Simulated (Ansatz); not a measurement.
**Si₂Mo under strain**

Method: DFT PBEsol, scalar-relativistic, plane waves, PAW in Ansatz 0.2.0. (420 eV cutoff, 12×12×6 k-mesh, Gaussian smearing of 0.10 eV, no spin polarisation)

Reference structure (relaxed):

```
Si Mo
1.0
     3.19007    0.00000    0.00000
     0.00000    3.19007    0.00000
     0.00000    0.00000    7.82138
Si Mo
4 2
Direct
  0.00000 0.00000 0.33506
  0.50000 0.50000 0.16494
  0.50000 0.50000 0.83506
  0.00000 0.00000 0.66494
  0.00000 0.00000 0.00000
  0.50000 0.50000 0.50000
```

Deformation: uniaxial strain along c, with the lengths of a and b and the atoms relaxed and the angles held, all within the symmetry that the strain leaves. Energies are extrapolated to zero smearing. On this cell's mesh the reference holds a stress of up to 0.12 GPa.

```csv
strain (%),ΔE (meV/atom),a (Å),b (Å),c (Å)
-4.5,46.5,3.217,3.217,7.469
-3.0,19.6,3.208,3.208,7.587
-1.5,4.6,3.199,3.199,7.704
+0.0,0.0,3.190,3.190,7.821
+1.5,4.5,3.182,3.182,7.939
+3.0,16.9,3.174,3.174,8.056
+4.5,35.9,3.165,3.165,8.173
```

What stiffness (1/V) d²E/dε² at zero strain does a cubic fit over all points give?

A cubic fit gives (1/V) d²E/dε² = 491 GPa at zero strain (Young's modulus along this axis, angles held).

How does the free axis a answer a small strain?

Between the innermost points its strain is -0.18 times the applied one.